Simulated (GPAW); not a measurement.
# How the functional moves the magnetism of zigzag Co chain, bond 2.185 A, part 2 of 2

How far do the magnetic results of zigzag Co chain, bond 2.185 A hang on the functional?

GPAW 26.7.0; several functionals; plane waves with GPAW's PAW setups, scalar-relativistic.

So far, largest spin moment in the augmentation sphere (μB): step 2 (rung 1 (LDA), start ferro ++) 1.98; step 5 (revPBE, antiferromagnetic, start moments [2.0, -2.0] μB) 1.55; step 6 (PBE) 2.03; step 7 (PBE, antiferromagnetic, start moments [2.0, -2.0] μB) 1.53; step 8 (RPBE) 2.04.

**9. Set 4 (RPBE), start antiferro +-**

Level of this step: RPBE; plane waves with GPAW's PAW setups, scalar-relativistic (GPAW).

The input, order2.py:

```python
import json
import numpy as np
from ase import Atoms
from ase.parallel import paropen, parprint
from gpaw import GPAW

atoms = Atoms(['Co', 'Co'],
    cell=[[12.0, 0.0, 0.0],
         [0.0, 12.0, 0.0],
         [0.0, 0.0, 2.622]],
    scaled_positions=[[0.42716667, 0.5, 0.0],
         [0.57283333, 0.5, 0.5]],
    pbc=True,
    magmoms=[2.0, -2.0])
atoms.calc = GPAW(mode={'name': 'pw', 'ecut': 550},
    xc='RPBE',
    kpts={'size': (1, 1, 10), 'gamma': True},
    occupations={'name': 'fermi-dirac', 'width': 0.1},
    convergence={'density': 1e-05, 'energy': 1e-05},
    maxiter=200,
    symmetry={'tolerance': 1e-4},
    txt='order2.txt')
e = atoms.get_potential_energy(force_consistent=True)
res = {'free_energy': e, 'energy_sigma0': atoms.get_potential_energy(), 'fermi_energy': atoms.calc.get_fermi_level()}
res['moments'] = atoms.get_magnetic_moments().tolist()
res['total'] = atoms.get_magnetic_moment()
parprint('site moments (muB):', np.round(res['moments'], 3))
parprint(f"total moment: {res['total']:.3f} muB")
parprint(f'free energy: {e:.6f} eV')
atoms.calc.write('order2.gpw')
with paropen('results.json', 'w') as f:
    json.dump(res, f)
```

The run is started by

```sh
OMP_NUM_THREADS=1 python3 order2.py > order2.log
```

The program printed:

```text
site moments (muB): [ 1.56 -1.56]
total moment: 0.000 muB
free energy: -10.480061 eV

--- order2.txt ---
Input parameters:
  mode=PW(ecut=550),
  convergence={'density': 1e-05, 'energy': 1e-05},
  kpts=MonkhorstPack(size=(1, 1, 10), gamma=True),
  maxiter=200,
  occupations=Occupations(name='fermi-dirac', width=0.1),
  symmetry=Symmetry(tolerance=0.0001),
  xc=XC(name='RPBE')

Diagonalizing LCAO Hamiltonian
[...]
|          3 |        -5.349 |     1.000 |        -5.349 |     1.000 |
|          4 |        -5.165 |     1.000 |        -5.165 |     1.000 |
[...]
|         11 |        -2.253 |     0.001 |        -2.253 |     0.001 |
|         12 |        -1.904 |     0.000 |        -1.904 |     0.000 |
|         13 |        -0.653 |     0.000 |        -0.653 |     0.000 |
|         14 |         0.914 |     0.000 |         0.914 |     0.000 |

No gap
No difference between direct/indirect transitions


[key lines of the parts left out:]
Free energy:     -10.480061
Converged in 30 steps
dipole moment: (-0.000009, -0.000010, -6.987552)  # |e|*Ang
Fermi level: -2.988
```

Elapsed: 54 s, on 1 MPI rank of Intel Xeon 6975P-C (Granite Rapids), shared host; peak memory 0.36 GiB.

Read from the output:

| Item | Value |
| --- | --- |
| magnetization | 0 μB |
| final state | antiferromagnetic |
| largest moment | 1.560 μB |

This start lies +367.0 meV a seeded atom from the first, a change of -19.3 meV since set 3; its largest moment is 1.56 μB.

**10. Set 5 (TPSS), start ferro ++**

The input, order1.py:

```python
import json
import numpy as np
from ase import Atoms
from ase.parallel import paropen, parprint
from gpaw import GPAW

atoms = Atoms(['Co', 'Co'],
    cell=[[12.0, 0.0, 0.0],
         [0.0, 12.0, 0.0],
         [0.0, 0.0, 2.622]],
    scaled_positions=[[0.42716667, 0.5, 0.0],
         [0.57283333, 0.5, 0.5]],
    pbc=True,
    magmoms=[2.0, 2.0])
atoms.calc = GPAW(mode={'name': 'pw', 'ecut': 550},
    xc='TPSS',
    kpts={'size': (1, 1, 10), 'gamma': True},
    occupations={'name': 'fermi-dirac', 'width': 0.1},
    convergence={'density': 1e-05, 'energy': 1e-05},
    maxiter=200,
    eigensolver='davidson',
    symmetry={'tolerance': 1e-4},
    txt='order1.txt')
e = atoms.get_potential_energy(force_consistent=True)
res = {'free_energy': e, 'energy_sigma0': atoms.get_potential_energy(), 'fermi_energy': atoms.calc.get_fermi_level()}
res['moments'] = atoms.get_magnetic_moments().tolist()
res['total'] = atoms.get_magnetic_moment()
parprint('site moments (muB):', np.round(res['moments'], 3))
parprint(f"total moment: {res['total']:.3f} muB")
parprint(f'free energy: {e:.6f} eV')
atoms.calc.write('order1.gpw')
with paropen('results.json', 'w') as f:
    json.dump(res, f)
```

The run is started by

```sh
OMP_NUM_THREADS=1 python3 order1.py > order1.log
```

The program printed:

```text
site moments (muB): [2.041 2.041]
total moment: 4.503 muB
free energy: -26.059195 eV

--- order1.txt ---
Input parameters:
  mode=PW(ecut=550),
  convergence={'density': 1e-05, 'energy': 1e-05},
  eigensolver=Davidson(niter=2),
  kpts=MonkhorstPack(size=(1, 1, 10), gamma=True),
  maxiter=200,
  occupations=Occupations(name='fermi-dirac', width=0.1),
  symmetry=Symmetry(tolerance=0.0001),
  xc=XC(name='TPSS')

[...]
|          3 |        -6.304 |     1.000 |        -4.520 |     1.000 |
|          4 |        -5.639 |     1.000 |        -4.411 |     1.000 |
[...]
|         14 |         0.766 |     0.000 |         0.911 |     0.000 |
|         15 |         0.814 |     0.000 |         1.314 |     0.000 |
|         16 |         1.408 |     0.000 |         1.610 |     0.000 |
|         17 |         1.561 |     0.000 |         1.753 |     0.000 |

No gap
No difference between direct/indirect transitions


[key lines of the parts left out:]
Free energy:     -26.059195
Converged in 33 steps
dipole moment: (-0.000004, -0.000010, -7.027463)  # |e|*Ang
Fermi level: -3.177
```

It took 3.1 min on 1 MPI rank; peak memory 0.47 GiB.

This step gave:

| Item | Value |
| --- | --- |
| magnetization | 4.503 μB |
| final state | ferromagnetic |
| largest moment | 2.041 μB |

The largest moment is that of set 4, at 4.1 times its CPU time.

**11. Set 5 (TPSS), start antiferro +-**

order2.py is the script of step 9 with these lines changed:

```diff
@@ -15,3 +15,3 @@
 atoms.calc = GPAW(mode={'name': 'pw', 'ecut': 550},
-    xc='RPBE',
+    xc='TPSS',
     kpts={'size': (1, 1, 10), 'gamma': True},
@@ -20,2 +20,3 @@
     maxiter=200,
+    eigensolver='davidson',
     symmetry={'tolerance': 1e-4},
```

The run is started by

```sh
OMP_NUM_THREADS=1 python3 order2.py > order2.log
```

The program printed:

```text
site moments (muB): [ 1.587 -1.587]
total moment: -0.000 muB
free energy: -25.479660 eV

--- order2.txt ---
Input parameters:
  mode=PW(ecut=550),
  convergence={'density': 1e-05, 'energy': 1e-05},
  eigensolver=Davidson(niter=2),
  kpts=MonkhorstPack(size=(1, 1, 10), gamma=True),
  maxiter=200,
  occupations=Occupations(name='fermi-dirac', width=0.1),
  symmetry=Symmetry(tolerance=0.0001),
  xc=XC(name='TPSS')

[...]
|          3 |        -5.390 |     1.000 |        -5.390 |     1.000 |
|          4 |        -5.202 |     1.000 |        -5.202 |     1.000 |
[...]
|         11 |        -2.219 |     0.001 |        -2.219 |     0.001 |
|         12 |        -1.836 |     0.000 |        -1.836 |     0.000 |
|         13 |        -0.539 |     0.000 |        -0.539 |     0.000 |
|         14 |         1.099 |     0.000 |         1.099 |     0.000 |

No gap
No difference between direct/indirect transitions


[key lines of the parts left out:]
Free energy:     -25.479660
Converged in 24 steps
dipole moment: (-0.000004, -0.000010, -7.012450)  # |e|*Ang
Fermi level: -2.969
```

Wall time 1.9 min (1 MPI rank); peak memory 0.46 GiB.

Numbers from this step:

```yaml
magnetization: 0 μB
final_state: antiferromagnetic
largest_moment: 1.587 μB
```

This start lies +289.8 meV a seeded atom from the first, a change of -77.2 meV since set 4; its largest moment is 1.59 μB.

**12. An attempt with other settings**

An input with a fault is tried, to see how the program answers.

run.py, as its differences from order2.py of step 11:

```diff
@@ -13,5 +13,5 @@
     pbc=True,
-    magmoms=[2.0, -2.0])
+    magmoms=[2.0, 2.0])
 atoms.calc = GPAW(mode={'name': 'pw', 'ecut': 550},
-    xc='TPSS',
+    xc='PBE',
     kpts={'size': (1, 1, 10), 'gamma': True},
@@ -19,6 +19,6 @@
     convergence={'density': 1e-05, 'energy': 1e-05},
-    maxiter=200,
-    eigensolver='davidson',
+    maxiter=60,
+    mixer={'name': 'pulay', 'beta': 0.002, 'nmaxold': 1, 'weight': 100},
     symmetry={'tolerance': 1e-4},
-    txt='order2.txt')
+    txt='run.txt')
 e = atoms.get_potential_energy(force_consistent=True)
@@ -30,3 +30,3 @@
 parprint(f'free energy: {e:.6f} eV')
-atoms.calc.write('order2.gpw')
+atoms.calc.write('run.gpw')
 with paropen('results.json', 'w') as f:
```

The run is started by

```sh
OMP_NUM_THREADS=1 python3 run.py > run.log
```

The program printed:

```text
gpaw.KohnShamConvergenceError

--- run.txt ---
Input parameters:
  mode=PW(ecut=550),
  convergence={'density': 1e-05, 'energy': 1e-05},
  kpts=MonkhorstPack(size=(1, 1, 10), gamma=True),
  maxiter=60,
  mixer=Pulay(name='pulay', nmaxold=1, beta=0.002, weight=100, sigma=0.015, g_ss=None),
  occupations=Occupations(name='fermi-dirac', width=0.1),
  symmetry=Symmetry(tolerance=0.0001),
  xc=XC(name='PBE')

Diagonalizing LCAO Hamiltonian
Converting LCAO to pw mode
        .----------------------------.
       /|                            |
      / |                            |
     /  .----------------------------.
    /  /                            /
   /  /              Co            /
  /  /                            /
 *  /            Co              /
 | /                            /
 |/                            /
 *----------------------------*

Atoms  # Å, Bohr magnetons
|   | symbol |        x |        y |        z |    initial magnetic moments |
|---|--------|----------|----------|----------|-----------------------------|
| 0 |     Co | 5.126000 | 6.000000 | 0.000000 | ( 0.0000,  0.0000,  2.0000) |
| 1 |     Co | 6.874000 | 6.000000 | 1.311000 | ( 0.0000,  0.0000,  2.0000) |

Number of symmetries: 4

BZ-sampling:
  Number of BZ points: 10
  Number of IBZ points: 6

  Monkhorst-Pack size: [1, 1, 10]
  Monkhorst-Pack shift: [0.0, 0.0, 0.05]

Plane wave coefficients: 11106
Cutoff: 550.0 eV

Spin-components: 2 (collinear spins)
Bands:           18
Projectors:      12
Spin-degeneracy: 1
Datatype:        complex128

Parallelization:
  kpt:    1
  domain: 1
  band:   1

Density:
  Valence electrons: 18.0
  Components: 2
  Grid points: [70 70 15]
  Charge: 0.0  # |e|

Potential:
  Grid points: [70 70 15]

[... setups left out ...]
Reference energy: -75805.419811  # eV

convergence criteria:
- Maximum integral of absolute [dens]ity change: 1e-05 electrons / valence electron
- Maximum [total energy] change in last 3 cyles: 1e-05 eV / valence electron
- Maximum integral of absolute [eigenst]ate change: 4e-08 eV^2 / valence electron
maximum number of iterations: 60

SCF iterations
|iter     |      energy | eigst |  dens |  magmom |
|---------|-------------|-------|-------|---------|
|iter:   1|       0s |  -13.842063 | +0.31 |       |  +4.0063|
|iter:   2|       2s |  -13.841964 | -1.17 | -0.70 |  +4.0051|
|iter:   3|       4s |  -13.808497 | -2.35 | -0.70 |  +4.0039|
|iter:   4|       6s |  -13.772617 | -3.09 | -0.70 |  +4.0027|
|iter:   5|       8s |  -13.736903 | -3.95 | -0.71 |  +4.0016|
|iter:   6|      10s |  -13.701624 | -4.31 | -0.71 |  +4.0004|
[...]
[... 40 iterations left out ...]
[...]
|iter:  57|     118s |  -12.448114 | -4.63 | -0.85 |  +3.9522|
|iter:  58|     120s |  -12.432069 | -4.64 | -0.85 |  +3.9515|
|iter:  59|     122s |  -12.416272 | -4.65 | -0.85 |  +3.9508|
|iter:  60|     124s |  -12.400719 | -4.65 | -0.86 |  +3.9502|
```

Elapsed: 2.1 min, on 1 MPI rank; peak memory 0.32 GiB.

No converged result was reached; the numbers in the log don't describe the system.

The fault put into the input: mixing far too weak.

Each cycle moves so little that the limit comes first; a larger step or a mixer with history is the cure.

**13. The sets together**

List, by row:

```tsv
set	functional	state from the first start	state from the second start	second less first (meV a seeded atom)	moment, first (μB)	moment, second (μB)	CPU time (s)
1	LDA	ferromagnetic	antiferromagnetic	375.9	1.978	1.256	243.4
2	revPBE	ferromagnetic	antiferromagnetic	372.2	2.038	1.553	111.3
3	PBE	ferromagnetic	antiferromagnetic	386.3	2.027	1.525	98.38
4	RPBE	ferromagnetic	antiferromagnetic	367	2.041	1.56	99.05
5	TPSS	ferromagnetic	antiferromagnetic	289.8	2.041	1.587	298.2
```

**14. What came out**

```json
{"range of the moment in the table, first start": "1.98 to 2.04 μB", "range of CPU time": "98 s to 5 min", "range of the energy difference": "290 to 386 meV a seeded atom"}
```

For the first start the functionals give moments from 1.98 to 2.04 μB and energy differences from 290 to 386 meV a seeded atom; all use the same cell, so differences in their own lattice constants don't enter. The first start ends lower on every set of the table. The other start's moment moves more, from 1.3 to 1.59 μB.

[Logs and program files are shortened in this print: banners, set-up blocks, solver, clock and traceback lines can be left out without a mark of their own.]

[Logs are printed without paths, hosts, clocks, repeated set-up lines and the standing remarks that a program may print on its own settings, such as how far it seeks lower states.]

[Hosts, paths, dates, database ids (printed as entryN), source tags and the programs' standing remarks are cut or masked in the printed files.]

[Where a cell is said to come from a database of computed structures, the database is the Materials Project.]
